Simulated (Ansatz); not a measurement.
# CoSi (rocksalt type): the cost of one run

Method: DFT PBEsol, with the methods named in each step, in Ansatz 0.2.0.

1 further run of the same task is left out (it didn't finish).

## 1. The structure to begin with

Symmetry: Fm-3m, No. 225, cubic system. Conventional cell: a = 4.609 Å, b = 4.609 Å, c = 4.609 Å, α = 90.00°, β = 90.00°, γ = 90.00°. Around Co (site symmetry m-3m) lie 6 Si at 2.30 Å. Si (site symmetry m-3m) has 6 Co at 2.30 Å as nearest neighbours.

Structure file:

```cif
data_structure
_symmetry_space_group_name_H-M 'P 1'
_symmetry_Int_Tables_number 1
_cell_length_a 3.2591
_cell_length_b 3.2591
_cell_length_c 3.2591
_cell_angle_alpha 60.000
_cell_angle_beta 60.000
_cell_angle_gamma 60.000
_cell_volume 24.48
loop_
_atom_site_label
_atom_site_type_symbol
_atom_site_fract_x
_atom_site_fract_y
_atom_site_fract_z
_atom_site_occupancy
Co1 Co 0.00000 0.00000 0.00000 1
Si1 Si 0.50000 0.50000 0.50000 1
```

Whether this phase is the stable one at these pressures isn't tested.

Atoms are numbered in the order of the input: Co1, Si2.

## 2. The reference volume, LAPW

input.yaml reads:

```yaml
crystal:
  lattice:
    - [0.0, 2.3045194152, 2.3045194152]
    - [2.3045194152, 0.0, 2.3045194152]
    - [2.3045194152, 2.3045194152, 0.0]
  atoms:
    - { symbol: Co, position: [0.0, 0.0, 0.0] }
    - { symbol: Si, position: [0.5, 0.5, 0.5] }
kpoints:
  mp_grid: { grid: [14, 14, 14] }
  band_path:
    path:
      - [0.0, 0.0, 0.0]
      - [0.5, 0.0, 0.5]
      - [0.625, 0.25, 0.625]
      - [0.375, 0.375, 0.75]
      - [0.0, 0.0, 0.0]
      - [0.5, 0.5, 0.5]
      - [0.5, 0.25, 0.75]
      - [0.5, 0.0, 0.5]
    npoints: 14
scf:
  occupations: { method: fermi_dirac, width: 0.05 }
hamiltonian:
  xc: pbesol
  pseudopotentials: { kind: all_electron, lapw: { basis_error: 0.001 } }
output:
  forces: true
  stress: true
  eigenvalues: true
  populations: true
  dos: { projected: true, de: 0.2, e_range: [-14, 8] }
```

On the command line:

```sh
$ ansatz run input.yaml --threads 1 --pin off --max-ram 2048MiB --backend cpu --events-out ev --progress --plain --runs-dir out
```

Q: Estimate wall time and peak memory on 1 thread of Intel Xeon Platinum 8488C (Sapphire Rapids), shared host.

About 16 s, with a peak of 0.44 GiB.
